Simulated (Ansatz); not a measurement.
Consider the formal exchange of groups at a C–Si bond: `CC(C)[Si]C(C)C` + `CCC(C)C` → `CCC(C)CC(C)C` + `CC(C)[SiH]`.

Computed with Ansatz on PBE0-D4/def2-TZVP structures; ΔE is electronic, products minus reactants. CCSD(T)/CBS adds triple-zeta CCSD(T) − MP2 to the extrapolated MP2 energy (def2 sets, frozen cores). Functionals use def2-TZVPP. HSE06 is defined as in plane-wave codes. One conformer a species, not always the lowest.

```tsv
level	ΔE (eV)
HSE06-D4	0.20
ωB97X-V	0.21
PBE-QIDH	0.19
MP2/def2-SVP	0.17
CCSD/def2-SVP	0.21
MP2/def2-TZVPP	0.21
CCSD(T)/def2-TZVPP	0.23
SCS-MP2/def2-QZVPP	0.27
```

Task: What does CCSD(T)/CBS give? (Estimate.)

Result: The calculation gave: +0.26 eV. The listed levels differ from it by -0.06, -0.05, -0.07, -0.09, -0.05, -0.05, -0.03, 0.01 eV.

Largest T1 diagnostic among the species: 0.012.

At CCSD(T), def2-SVP lies −0.07 eV from the extrapolated value and def2-TZVPP −0.02 eV. In def2-TZVPP, CCSD(T) changes the Hartree–Fock value by −0.14 eV (the triples alone add −0.02 eV) and MP2 by −0.16 eV.

CCSD(T)/CBS has its own doubt, a few kJ/mol and more with outer-core shells, so smaller differences from it don't rank the levels.
